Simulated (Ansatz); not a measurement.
# AlP: holes, doping and thermopower

Plane-wave DFT in Ansatz, PBEsol, scalar-relativistic PAW potentials, cutoff 420 eV, no spin-orbit coupling; no spin polarisation. AlP in space group F-43m. Boltzmann transport at 300 K in rigid bands with one relaxation time, bands interpolated from the k mesh 8×8×8; values are means over x, y, z.

| holes (cm⁻³) | size of S (μV/K) | σ/τ (Ω⁻¹ m⁻¹ s⁻¹) |
| --- | --- | --- |
| 10^18 | 603.3 | 4.69e+16 |
| 10^19 | ? | 4.68e+17 |
| 10^20 | 213.4 | 4.65e+18 |
| 10^21 | 64.8 | 4.37e+19 |

Problem. Take the lowest doping as non-degenerate: get the effective density of states and the masses, and predict the missing S.

Solution. For parabolic bands and one τ, |S| = (k_B/e)(5/2 − η) with k_B/e = 86.17 μV/K and n = N e^η. The first row gives η = -4.50, N = 9.01×10¹⁹ cm⁻³ and, from N = 2.509×10¹⁹ cm⁻³ × m_d^(3/2), a density-of-states mass of 2.35 mₑ (all valleys and bands together). σ/τ = ne²/m_c gives a conductivity mass of 0.60 mₑ; m_d is 3.9 times m_c, the sign of several valleys, several bands or anisotropy. A decade of doping costs (k_B/e) ln 10 = 198.4 μV/K, which predicts 405 μV/K; the run gave 405.5. There η is about -2.2, where Fermi statistics begin to count, but their first corrections to η and to the mean carrier energy nearly cancel, so the rule still holds. At 10^21 cm⁻³ the rule would give 8 μV/K against 64.8: the gas is degenerate there. Scattering that depends on energy changes the 5/2, and whether such doping can be reached wasn't computed.

Cost: about 4 core-minutes for the runs cited, on AMD EPYC (Zen 3) (shared hosts).

The thermopower falls with doping because the Fermi level moves towards and then into the valence band, so each hole carries less energy relative to it. σ/τ grows almost in proportion to the hole density, with a small shortfall at 10^21 cm⁻³ that suggests a heavier conductivity mass away from the band edge.

The large ratio of the two masses fits the valence-band top of a zinc-blende phosphide, which lies at Γ and derives mainly from P 3p. Several valleys are therefore not the likely cause. Without spin-orbit coupling three bands meet there, but three isotropic parabolic bands, whatever their masses, can't reach a ratio of 3.9, so strong warping probably contributes. Spin-orbit splitting would lower one of these bands and somewhat reduce the effective density of states, and with it S at fixed low doping.

Among the four dopings, S²σ/τ is largest at 10^20 cm⁻³. This doesn't establish the best doping for the real power factor, since ionised dopants would probably shorten τ as their number grows.
